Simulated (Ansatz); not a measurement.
Lattice vibrations of SiO$_{2}$ at Γ

Theory: Ansatz, DFT LDA, scalar-relativistic, plane waves, PAW. Plane waves to 420 eV; Γ-centred k mesh 6×6×4; fixed occupations. No spin polarisation. Phonons by linear response, acoustic sum rule imposed.

The cell, relaxed at this level:
```yaml
crystal:
  lattice:
    - [5.03870, 0.00000, 0.00000]
    - [-2.51935, 4.36364, 0.00000]
    - [0.00000, 0.00000, 5.52486]
  atoms:
    - { symbol: Si, position: [0.00000, 0.50000, 0.33333] }
    - { symbol: Si, position: [0.50000, 0.50000, 0.66667] }
    - { symbol: Si, position: [0.50000, 0.00000, 0.00000] }
    - { symbol: O, position: [0.58439, 0.79220, 0.83333] }
    - { symbol: O, position: [0.79220, 0.58439, 0.50000] }
    - { symbol: O, position: [0.79220, 0.20780, 0.16667] }
    - { symbol: O, position: [0.41561, 0.20780, 0.83333] }
    - { symbol: O, position: [0.20780, 0.41561, 0.50000] }
    - { symbol: O, position: [0.20780, 0.79220, 0.16667] }
```

Question: Give the high-frequency dielectric tensor ε∞.

Answer:
```
2.38 0.00 0.00
0.00 2.38 0.00
0.00 0.00 2.40
```

Question: Give the Born effective charges.

Answer:
| atom | Z*xx | Z*yy | Z*zz | mean |
| --- | --- | --- | --- | --- |
| Si (atom 1) | 3.55 | 3.22 | 3.47 | 3.41 |
| O (atom 4) | -1.36 | -2.02 | -1.73 | -1.71 |

This form isn't the usual stable structure of the compound.

Cost: 1 run of about 2.9 core-minutes, on Intel Xeon Platinum 8375C (Ice Lake) (shared hosts).